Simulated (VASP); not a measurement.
# MnO (P6_3mc) in VASP: reference runs

How does MnO come out in PBE? The cell is run as given and disturbed.

Program: VASP 6.6.1. These are calculated values, not measurements. Logs are shortened: lines on timing, memory, paths and dates and some standing lists are left out, and cuts for length are marked.

## 1. The crystal as given

It takes space group P6_3mc (No. 186, hexagonal). Conventional cell: a = 3.372 Å, b = 3.372 Å, c = 5.386 Å, α = 90.00°, β = 90.00°, γ = 120.00°. Around Mn (site symmetry 3m) lie 4 O at 1.96 to 2.08 Å. O (site symmetry 3m) has 4 Mn at 1.96 to 2.08 Å as nearest neighbours.

Measurements of this composition are mostly on another form, of space group No. 225.

## 2. Single point, PBE, collinear spin, ferromagnetic start

Input file INCAR:

```
PREC = Accurate ; ENCUT = 520
EDIFF = 1E-7 ; ISMEAR = -1
SIGMA = 0.05 ; LREAL = False
LASPH = True ; NELM = 150
ALGO = Normal ; ISIF = 2
LWAVE = False ; LCHARG = False
ISPIN = 2 ; MAGMOM = 4 4 0 0
LORBIT = 11 ; LMAXMIX = 4
GGA = PE ; NBANDS = 31
```

Input file KPOINTS:

```
regular mesh
0
Gamma
  9 9 5
```

Input file POSCAR:

```
MnO
1.0
    3.3717000000      0.0000000000      0.0000000000
   -1.6858500000      2.9199778539      0.0000000000
    0.0000000000      0.0000000000      5.3855000000
Mn O
2 2
Direct
    0.6666666667      0.3333333333      0.5109600000
    0.3333333333      0.6666666667      0.0109600000
    0.6666666667      0.3333333333      0.8754700000
    0.3333333333      0.6666666667      0.3754700000
```

Potentials or basis: VASP PAW PBE potentials, release 64 (Mn_pv, O).

Command:

```bash
cat potpaw_PBE.64/Mn_pv/POTCAR potpaw_PBE.64/O/POTCAR > POTCAR
mpirun -np 1 vasp_std > vasp.out
```

OUTCAR:

```text
PREC = Accurate
   ENCUT = 520
   EDIFF = 1E-7
   ISMEAR = -1
   LREAL = False
   LASPH = True
   NELM = 150
   ISIF = 2
   ISPIN = 2
   LORBIT = 11
   GGA = PE

 ion  position               nearest neighbor table
   1  0.667  0.333  0.511-   3 1.96   4 2.08   4 2.08   4 2.08
   2  0.333  0.667  0.011-   4 1.96   3 2.08   3 2.08   3 2.08
   3  0.667  0.333  0.875-   1 1.96   2 2.08   2 2.08   2 2.08
   4  0.333  0.667  0.375-   2 1.96   1 2.08   1 2.08   1 2.08

  LATTYP: Found a hexagonal cell.
 ALAT       =     3.3717000000
 C/A-ratio  =     1.5972654744

  Lattice vectors:

 A1 = (   3.3717000000,   0.0000000000,   0.0000000000)
 A2 = (  -1.6858500000,   2.9199778539,   0.0000000000)
 A3 = (   0.0000000000,   0.0000000000,   5.3855000000)

Analysis of symmetry for initial positions (statically):
=====================================================================
 Subroutine PRICEL returns:
 Original cell was already a primitive cell.

 Routine SETGRP: Setting up the symmetry group for a
 hexagonal supercell.

 Subroutine GETGRP returns: Found 12 space group operations
 (whereof  6 operations were pure point group operations)
 out of a pool of 24 trial point group operations.

The static configuration has the point symmetry C_3v.
 The point group associated with its full space group is C_6v.

Analysis of symmetry for dynamics (positions and initial velocities):
=====================================================================
 Subroutine PRICEL returns:
 Original cell was already a primitive cell.

 Routine SETGRP: Setting up the symmetry group for a
 hexagonal supercell.

 Subroutine GETGRP returns: Found 12 space group operations
 (whereof  6 operations were pure point group operations)
 out of a pool of 24 trial point group operations.

The dynamic configuration has the point symmetry C_3v.
 The point group associated with its full space group is C_6v.

Analysis of structural, dynamic, and magnetic symmetry:
=====================================================================
 Subroutine PRICEL returns:
 Original cell was already a primitive cell.

 Routine SETGRP: Setting up the symmetry group for a
 hexagonal supercell.

 Subroutine GETGRP returns: Found 12 space group operations
 (whereof  6 operations were pure point group operations)
 out of a pool of 24 trial point group operations.

The overall configuration has the point symmetry C_3v.
 The point group associated with its full space group is C_6v.

 Subroutine INISYM returns: Found 12 space group operations
 (whereof  6 operations are pure point group operations),
 and found     1 'primitive' translations

----------------------------------------------------------------------------------------

                                     Primitive cell

  volume of cell :      53.0218

  direct lattice vectors                    reciprocal lattice vectors
     3.371700000  0.000000000  0.000000000     0.296586292  0.171234175  0.000000000
    -1.685850000  2.919977854  0.000000000     0.000000000  0.342468351  0.000000000
     0.000000000  0.000000000  5.385500000     0.000000000  0.000000000  0.185683781

  length of vectors
     3.371700000  3.371700000  5.385500000     0.342468351  0.342468351  0.185683781

  position of ions in fractional coordinates (direct lattice)
     0.666666667  0.333333333  0.510960000
     0.333333333  0.666666667  0.010960000
     0.666666667  0.333333333  0.875470000
     0.333333333  0.666666667  0.375470000

  ion indices of the primitive-cell ions
   primitive index   ion index
                 1           1
                 2           2
                 3           3
                 4           4

----------------------------------------------------------------------------------------

 KPOINTS: regular mesh

Automatic generation of k-mesh.
 Grid dimensions read from file:
 generate k-points for:    9    9    5

 Generating k-lattice:

  Cartesian coordinates                     Fractional coordinates (reciprocal lattice)
     0.032954032  0.019026019  0.000000000     0.111111111  0.000000000  0.000000000
     0.000000000  0.038052039  0.000000000     0.000000000  0.111111111  0.000000000
     0.000000000  0.000000000  0.037136756     0.000000000  0.000000000  0.200000000

  Length of vectors
     0.038052039  0.038052039  0.037136756

  Shift w.r.t. Gamma in fractional coordinates (k-lattice)
     0.000000000  0.000000000  0.000000000

 Subroutine IBZKPT returns following result:
 ===========================================

 Found     36 irreducible k-points:

 Following reciprocal coordinates:
            Coordinates               Weight
  0.000000  0.000000  0.000000      1.000000
  0.111111  0.000000  0.000000      6.000000
  0.222222  0.000000  0.000000      6.000000
  0.333333  0.000000  0.000000      6.000000
  0.444444  0.000000  0.000000      6.000000
  0.111111  0.111111  0.000000      6.000000
[... 16 lines left out ...]
  0.333333  0.222222  0.200000     24.000000
  0.333333  0.333333  0.200000      4.000000
 [... further k-points ...]
   k-points           NKPTS =     36   k-points in BZ     NKDIM =     36   number of bands    NBANDS=     31
   number of dos      NEDOS =    301   number of ions     NIONS =      4
   total plane-waves  NPLWV =  31360
   dimension x,y,z NGX =    28 NGY =   28 NGZ =   40
   dimension x,y,z NGXF=    56 NGYF=   56 NGZF=   80
   ions per type =               2   2
   NGX,Y,Z   is equivalent  to a cutoff of  13.81, 13.81, 12.35 a.u.
   NGXF,Y,Z  is equivalent  to a cutoff of  27.61, 27.61, 24.70 a.u.
 SYSTEM =  unknown system
   PREC   = accura    normal or accurate (medium, high low for compatibility)
   ISTART =      0    job   : 0-new  1-cont  2-samecut
   ICHARG =      2    charge: 1-file 2-atom 10-const
   ISPIN  =      2    spin polarized calculation?
   LNONCOLLINEAR =      F non collinear calculations
   LSORBIT =      F    spin-orbit coupling
   LASPH  =      T    aspherical Exc in radial PAW
   ENCUT  =  520.0 eV  38.22 Ry    6.18 a.u.   6.27  6.27 10.01*2*pi/ulx,y,z
   NELM   =    150;   NELMIN=  2; NELMDL= -5     # of ELM steps
   EDIFF  = 0.1E-06   stopping-criterion for ELM
   LREAL  =      F    real-space projection
   EDIFFG = 0.1E-05   stopping-criterion for IOM
   NSW    =      0    number of steps for IOM
   IBRION =     -1    ionic relax: 0-MD 1-quasi-New 2-CG
   NFREE  =      0    steps in history (QN), initial steepest desc. (CG)
   ISIF   =      2    stress and relaxation
   ISYM   =      2    0-nonsym 1-usesym 2-fastsym
   POTIM  = 0.5000    time-step for ionic-motion
   TEBEG  =    0.0;   TEEND  =   0.0 temperature during run
   PSTRESS=    0.0 pullay stress
   NELECT =      38.0000    total number of electrons
   NUPDOWN=      -1.0000    fix difference up-down
   EMIN   =  10.00;   EMAX   =-10.00  energy-range for DOS
   EFERMI =   0.00;   METHOD = LEGACY
   ISMEAR =    -1;   SIGMA  =   0.05  broadening in eV -4-tet -1-fermi 0-gaus
   EFERMI_NEDOS =   21; number of points for ismear=-14 and -15
   IALGO  =     38    algorithm
   IMIX   =      4    mixing-type and parameters
     AMIX     =   0.40;   BMIX     =  1.00
     AMIX_MAG =   1.60;   BMIX_MAG =  1.00
  volume/ion in A,a.u.               =      13.26        89.45
  Fermi-wavevector in a.u.,A,eV,Ry     =   1.465046  2.768535 29.202988  2.146359
  Thomas-Fermi vector in A             =   2.580949
   LORBIT       =     11    0 simple, 1 ext, 2 COOP (PROOUT), +10 PAW based schemes
   GGA     = PE    functional components
   LHFCALC =     F    Hartree Fock is set to
   AEXX    =    0.0000 exact exchange contribution
   IVDW    =     0    specifies the selected vdW correction
   LEPSILON=     F    determine dielectric tensor
   LRPA    =     F    only Hartree local field effects (RPA)
 spin polarized calculation
  energy-cutoff  :      520.00
  volume of cell :       53.02
 maximum number of plane-waves:      1442
 NGX is ok and might be reduce to    28
   NGX = 13   NGY = 13   NGZ = 21

 number of electron      38.0000000 magnetization      10.0140834

 number of electron      38.0000000 magnetization       9.9929120

 Free energy of the ion-electron system (eV)
  ---------------------------------------------------
  ext. energy  EPLUGINS =         0.00000000
  ---------------------------------------------------
  free energy    TOTEN  =       -32.77691365 eV

  energy without entropy =      -32.77436995  energy(sigma->0) =      -32.77564180

 E-fermi :   5.9066     XC(G=0): -10.5831

 val. band max:        5.8856547395   @ k =   0.0000   0.0000   0.0000
 cond. band min:       5.9552562232   @ k =   0.1111   0.0000   0.0000
 fundamental gap:      0.0696014838
 Fermi energy:         5.9065896907

 spin component 1

 k-point     1 :       0.0000    0.0000    0.0000
  band No.  band energies     occupation
      1     -44.7184      1.00000
      2     -44.7184      1.00000
      3     -44.7155      1.00000
      4     -44.7125      1.00000
      5     -44.7125      1.00000
      6     -44.6784      1.00000
[... 805 lines left out ...]
     30      14.5197      0.00000
     31      16.3999      0.00000

 [... further k-points ...]

 spin component 2

 k-point     1 :       0.0000    0.0000    0.0000
  band No.  band energies     occupation
      1     -40.0101      1.00000
      2     -39.9845      1.00000
      3     -39.9845      1.00000
      4     -39.9768      1.00000
      5     -39.9768      1.00000
      6     -39.9598      1.00000
[... 805 lines left out ...]
     30      16.3376      0.00000
     31      17.3652      0.00000

 [... further k-points ...]

------------------------ aborting loop because EDIFF is reached ----------------------------------------

  FORCE on cell =-STRESS in cart. coord.  units (eV):
  Direction    XX          YY          ZZ          XY          YZ          ZX
  --------------------------------------------------------------------------------------
  -------------------------------------------------------------------------------------
  Total        1.2397435      1.2397435      3.9931317      0.0000000     -0.0000000      0.0000000
  in kB       37.4617357     37.4617357    120.6617736      0.0000000     -0.0000000      0.0000000
  external PRESSURE =      65.1950816 kB  Pullay stress =       0.0000000 kB

 VOLUME and BASIS-vectors are now :
 -----------------------------------------------------------------------------
  energy-cutoff  :      520.00
  volume of cell :       53.02
      direct lattice vectors                 reciprocal lattice vectors
     3.371700000  0.000000000  0.000000000     0.296586292  0.171234175  0.000000000
    -1.685850000  2.919977854  0.000000000     0.000000000  0.342468351  0.000000000
     0.000000000  0.000000000  5.385500000     0.000000000  0.000000000  0.185683781

 POSITION                                       TOTAL-FORCE (eV/Angst)
 -----------------------------------------------------------------------------------
      1.68585      0.97333      2.75178         0.000000      0.000000     -0.662709
     -0.00000      1.94665      0.05903        -0.000000     -0.000000     -0.662709
      1.68585      0.97333      4.71484        -0.000000      0.000000      0.662709
     -0.00000      1.94665      2.02209        -0.000000     -0.000000      0.662709
 -----------------------------------------------------------------------------------
    total drift:                               -0.000000     -0.000000      0.001407

  FREE ENERGIE OF THE ION-ELECTRON SYSTEM (eV)
  ---------------------------------------------------
  free  energy   TOTEN  =       -32.7769136501 eV

  energy  without entropy=      -32.7743699502  energy(sigma->0) =      -32.77564180

 total charge

# of ion       s       p       d       tot
------------------------------------------
    1        0.241   6.230   4.957  11.428
    2        0.241   6.230   4.957  11.428
    3        1.555   3.463   0.000   5.018
    4        1.555   3.463   0.000   5.018
--------------------------------------------------
tot          3.593  19.386   9.914  32.893

 magnetization (x)

# of ion       s       p       d       tot
------------------------------------------
    1        0.038   0.063   4.312   4.413
    2        0.038   0.063   4.312   4.413
    3        0.020   0.185   0.000   0.205
    4        0.020   0.185   0.000   0.205
--------------------------------------------------
tot          0.115   0.496   8.625   9.235
```

Run time: 1.8 min. Hardware: 1 thread of Intel Xeon Platinum 8488C (Sapphire Rapids), shared host; peak memory 0.24 GiB.

What came out:

| Quantity | Value |
| --- | --- |
| Free energy | -32.7769 eV |
| Pressure | 6.5 GPa |
| Largest force | 0.663 eV/Å |
| Band gap on the k mesh | none (metal or under the smearing width) |
| Net moment | 9.99 μB per cell |
| Site moments | Mn +4.41; O +0.20 μB |
| Valence electrons inside the program's atomic spheres | Mn 11.43; O 5.02 |

Forces on the atoms (eV/Å):
```
Mn   0.000  0.000 -0.663
Mn   0.000  0.000 -0.663
O    0.000  0.000  0.663
O    0.000  0.000  0.663
```

Caveat: semilocal functionals often make such compounds metallic where correlation or magnetic order opens a gap, which also shifts bond lengths; only a ferromagnetic start was run, and an antiferromagnetic order may lie lower in energy.

## 3. Single point, PBE, collinear spin, ferromagnetic start (atoms moved at random, drawn with an rms of 0.05 Å)

Input file INCAR:

```
ALGO = Normal ; EDIFF = 1E-7
ENCUT = 520 ; GGA = PE
ISIF = 2 ; ISMEAR = -1
ISPIN = 2 ; LASPH = T
LCHARG = T ; LELF = T
LMAXMIX = 4 ; LORBIT = 11
LREAL = F ; LVHAR = T
LWAVE = F ; MAGMOM = 4 4 0 0
NBANDS = 31 ; NELM = 100
PREC = Accurate ; SIGMA = 0.05
```

Input file KPOINTS:

```
k-points
0
Gamma
  9 9 5
```

Input file POSCAR:

```
MnO
1.0
    3.3717000000      0.0000000000      0.0000000000
   -1.6858500000      2.9199778539      0.0000000000
    0.0000000000      0.0000000000      5.3855000000
Mn O
2 2
Direct
    0.6513910000      0.3205990000      0.5031260000
    0.3373200000      0.6723690000      0.0120570000
    0.6649990000      0.3392700000      0.8767860000
    0.3208640000      0.6515760000      0.3727460000
```

Potentials or basis: VASP PAW PBE potentials, release 64 (Mn_pv, O).

Command:

```bash
cat potpaw_PBE.64/Mn_pv/POTCAR potpaw_PBE.64/O/POTCAR > POTCAR
mpirun -np 1 vasp_std > vasp.out
```

It took 10 min on 1 thread of Intel Xeon Platinum 8488C (Sapphire Rapids), shared host; peak memory 0.53 GiB.

The run converged. Its results:

```
Free energy                                           : -32.7759 eV
Pressure                                              : 6.4 GPa
Largest force                                         : 1.101 eV/Å
Band gap on the k mesh                                : none (metal or under the smearing width)
Net moment                                            : 9.99 μB per cell
Site moments                                          : Mn +4.43, +4.40; O +0.21, +0.20 μB
Valence electrons inside the program's atomic spheres : Mn 11.41, 11.44; O 5.01, 5.03
```

Forces on the atoms (eV/Å):
```
Mn   0.089 -0.023 -0.042
Mn  -0.102  0.021 -1.096
O    0.101 -0.032  0.239
O   -0.088  0.034  0.898
```

Stress tensor (GPa, compression positive):
```
 4.24 -0.57 -0.10
-0.57  3.99 -0.19
-0.10 -0.19 11.08
```

Levels at points of the mesh, in eV from the Fermi level:
Spin up:
```
           k point  band 20  band 21  band 22  band 23  band 24  band 25  band 26  band 27  band 28  band 29
(0.00, 0.00, 0.00)    -1.49    -1.07    -0.99    -0.04     0.01     0.03     3.73     5.55    11.40    11.69
```
Spin down:
| k point | band 10 | band 11 | band 12 | band 13 | band 14 | band 15 | band 16 | band 17 | band 18 | band 19 |
| --- | --- | --- | --- | --- | --- | --- | --- | --- | --- | --- |
| (0.00, 0.00, 0.00) | -5.09 | -5.05 | -5.00 | -4.70 | -4.66 | -0.09 | 0.92 | 0.98 | 1.17 | 1.69 |

Caveat: semilocal functionals often make such compounds metallic where correlation or magnetic order opens a gap, which also shifts bond lengths; only a ferromagnetic start was run, and an antiferromagnetic order may lie lower in energy.
